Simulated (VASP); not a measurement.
Runs of VASP 6.6.1 on NaCl. The structure is cubic, space group Fm-3m (No. 225). The conventional cell has a = 5.588 Å, b = 5.588 Å, c = 5.588 Å, α = 90.00°, β = 90.00°, γ = 90.00°. Cl (site symmetry m-3m) has 6 Na at 2.79 Å as nearest neighbours. Na (site symmetry m-3m) has 6 Cl at 2.79 Å as nearest neighbours. The cell is a database's computed one.

| task | level | k mesh | grid for exact exchange (PRECFOCK) | exchange at q = 0 | mesh quality | gap on the mesh (eV) | pressure (GPa) | relaxed volume (Å³/atom) |
| --- | --- | --- | --- | --- | --- | --- | --- | --- |
| relaxation of cell and atoms | r2SCAN | 8 × 8 × 8 | - | - | not flagged | 6.04 | 0.1 | - |
| relaxation of cell and atoms | LAK | 8 × 8 × 8 | - | - | not flagged | 6.22 | -0.1 | (b) |
| relaxation of cell and atoms | r2SCAN+D3(BJ) | 8 × 8 × 8 | - | - | not flagged | 6.17 | 0.1 | 21.18 |
| relaxation of cell and atoms | r2SCAN0 | 4 × 4 × 4 | Fast | default | coarse | 7.82 | 0.0 | (a) |

Alike in all rows: potentials or basis VASP PAW PBE potentials, release 64 (Cl, Na_pv); no spin polarisation; cell relaxed; cutoff (eV) 600; smearing gaussian 0.05 eV.

**Question.** Fill in the values left out.

**Answer.** (a) 21.78; (b) 21.40.

Caveats: some runs use coarse meshes; the PAW data sets were made with another functional, which shifts forces and pressure a little; the relaxation stopped at its first step, so nothing moved (some runs).

